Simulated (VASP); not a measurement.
An input for Ansatz (written as the equivalent of a VASP run, and not itself run):

Ansatz 0.2 input:
```yaml
crystal:
  lattice:
    - [0.0000000, 3.0698315, 3.0698315]
    - [3.0698315, 0.0000000, 3.0698315]
    - [3.0698315, 3.0698315, 0.0000000]
  atoms:
    - { symbol: Zn, position: [0.0000000, 0.0000000, 0.0000000] }
    - { symbol: Te, position: [0.2500000, 0.2500000, 0.2500000] }
kpoints:
  mp_grid: { grid: [7, 7, 7] }
hamiltonian:
  xc: rpbe
  pseudopotentials: { kind: paw }
scf:
  occupations: { method: gaussian, width: 0.05 }
  max_iter: 100
output: { forces: true, stress: true, eigenvalues: true }
```

Problem. Write the VASP files for the same calculation (RPBE).

Solution. This is not unique; one that fits is 
### POSCAR
```
ZnTe
6.1396630
  0.0000000000   0.4999999937   0.4999999937
  0.4999999937   0.0000000000   0.4999999937
  0.4999999937   0.4999999937   0.0000000000
Zn Te
1 1
Cartesian
  0.0000000000   0.0000000000   0.0000000000
  0.2499999969   0.2499999969   0.2499999969
```

### KPOINTS
```
Automatic mesh
0
Gamma
  7 7 7
0 0 0
```

### INCAR
```
SYSTEM  =  ZnTe
PREC  =  Accurate; ENCUT  =  520; LREAL  =  .FALSE.
LASPH  =  .TRUE.
EDIFF  =  1E-7; NELM  =  100; ALGO  =  Normal
LMAXMIX  =  4
ISMEAR  =  0; SIGMA  =  0.05
GGA  =  RP
ISIF  =  2
LWAVE  =  .FALSE.; LCHARG  =  .FALSE.
```

POTCAR, in this order: Zn Te (PBE.64 set). Program: vasp_std.

Limits of the translation: each code has its own PAW files, so the cut-off isn't converted (ENCUT is set for VASP's; basis.ecutwfc is left out, and Ansatz then takes the one that its files recommend); Ansatz stops its SCF on the density residual and VASP on the energy change (EDIFF).

The compound is ZnTe in the zinc blende structure. This cell is one point of a volume scan, at 0.94 of the reference volume.
